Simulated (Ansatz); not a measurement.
SnO in Ansatz: the effect of functional

The system is SnO.

```xyz
4
Lattice="3.8137 0.0000 0.0000 0.0000 3.8137 0.0000 0.0000 0.0000 4.8869" Properties=species:S:1:pos:R:3 pbc="T T T"
Sn    1.9068    0.0000    3.7367
Sn    0.0000    1.9068    1.1503
O     0.0000    0.0000    0.0000
O     1.9068    1.9068    0.0000
```

The cell is a database's computed one.

Alike in all runs:

| Property | Result |
| --- | --- |
| Program | Ansatz 0.2.0 |
| Task | band structure |
| Potentials or basis | Ansatz PAW |
| k mesh | 4 × 4 × 3 |
| Occupations | fermi-dirac, width 0.05 eV |
| Spin | no spin polarisation |

```csv
functional,cutoff,gap on the mesh (eV),pressure (GPa),largest force (eV/Å)
LDA,420 eV (not typed: the program's choice for these potentials),0.23,-3.3,0.22
PBE,420 eV (not typed: the program's choice for these potentials),0.15,3.6,0.41
PBEsol,420 eV (not typed: the program's choice for these potentials),0.13,-0.6,0.12
RPBE,420 eV (not typed: the program's choice for these potentials),0.14,6.2,0.59
revPBE,420 eV (not typed: the program's choice for these potentials),0.14,5.5,0.54
BLYP,420 eV (not typed: the program's choice for these potentials),0.37,8.2,0.55
r2SCAN,500 eV (not typed: the program's choice for these potentials),0.28,-0.4,0.12
HSE06,420 eV (not typed: the program's choice for these potentials),0.52,-0.8,0.26
PBE0,420 eV (not typed: the program's choice for these potentials),?,?,?
r2SCAN0,500 eV (not typed: the program's choice for these potentials),1.29,-3.1,0.56
```

Problem. What does the run with functional PBE0 give?

Solution. gap on the mesh 1.15 eV; pressure -0.8 GPa; largest force 0.27 eV/Å.

Caveats: all runs use coarse meshes; spin-orbit coupling is left out, which moves the levels of the heavy elements; the PAW data sets come from PBE, with cores solved anew for the run's functional, which leaves a small shift of forces and pressure (some runs); the thresholds are loose for stress (some runs).

